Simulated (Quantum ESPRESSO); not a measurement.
## RbCl: equation of state with LDA

RbCl:

```
CELL_PARAMETERS angstrom
0.00000 3.27400 3.27400
3.27400 0.00000 3.27400
3.27400 3.27400 0.00000
ATOMIC_POSITIONS crystal
Rb 0.00000 0.00000 0.00000
Cl 0.50000 0.50000 0.50000
```

```json
{"Program": "Quantum ESPRESSO 7.5", "Task": "equation of state", "Functional": "LDA", "Potentials or basis": "GBRV 1.5 LDA", "Cutoff": "612 eV", "Density cutoff": "4898 eV", "k mesh": "7 × 7 × 7", "Occupations": "fermi-dirac, width 0.05 eV", "Spin": "no spin polarisation", "Form of the LDA correlation": "PZ81", "Mixing beta": "0.5", "Most SCF iterations": "120", "SCF threshold": "4e-10 Ry"}
```

```
Equilibrium volume : 32.41 Å³/atom (rough: see the caveat)
Bulk modulus       : 22 GPa (rough)
```

Energy against volume, from the lowest point:
| volume (Å³/atom) | energy (meV/atom) |
| --- | --- |
| 32.989 | 0.00 |
| 33.690 | 2.53 |
| 34.392 | 6.70 |
| 35.094 | 12.31 |
| 35.796 | 19.13 |
| 36.498 | 27.05 |
| 37.200 | 35.91 |

All runs of the series together: 59 s on 2 threads of Intel(R) Xeon(R) 6975P-C (Granite Rapids), with other jobs on the host.

Caveat: the minimum lies outside the volumes run.
